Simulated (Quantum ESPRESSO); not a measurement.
Runs of Quantum ESPRESSO 7.5 on C. The cell holds a slab with vacuum, 4 atoms: a = 2.456 Å, b = 2.456 Å, c = 24.134 Å, α = 90.00°, β = 90.00°, γ = 120.00°. The slab is cut from a database's or a generator's crystal, which needn't be the stable form of the element.

```csv
task,cell,k mesh,smearing,iterations,k mesh for the Wannier functions,projections,gap on the mesh (eV),largest force (eV/Å)
phonons,relaxed to 5 GPa,8 × 8 × 1,cold 0.2 eV,-,-,-,(a),-
phonons,relaxed,8 × 8 × 1,cold 0.2 eV,-,-,-,1.83,-
Wannier functions,as given,10 × 10 × 2,fermi-dirac 0.05 eV,0,7 × 7 × 1,C sp,-,0.01
phonons,relaxed to 20 GPa,8 × 8 × 1,cold 0.2 eV,-,-,-,1.86,-
phonons,relaxed to 10 GPa,8 × 8 × 1,cold 0.2 eV,-,-,-,1.85,-
Wannier functions,as given,10 × 10 × 2,fermi-dirac 0.05 eV,-,7 × 7 × 1,C sp,-,0.01
```

Alike in all rows: level LDA; potentials or basis PseudoDojo 0.4.1 SR LDA standard; no spin polarisation; cutoff (eV) 1116.

Estimate the missing entries.

(a) 1.80.

Caveats: the mesh is thin for the phonons of a metal (some runs); the layers were relaxed without a dispersion term, so their spacing and the soft interlayer modes are unreliable (some runs); this smearing can shift energies of a crystal with a gap (some runs); the cell is more than 3 GPa from zero pressure, which shifts response properties (some runs); the cell relaxed to another space group than the one typed (some runs); the Wannier minimisation didn't converge (some runs).

A k mesh can miss the band edges.
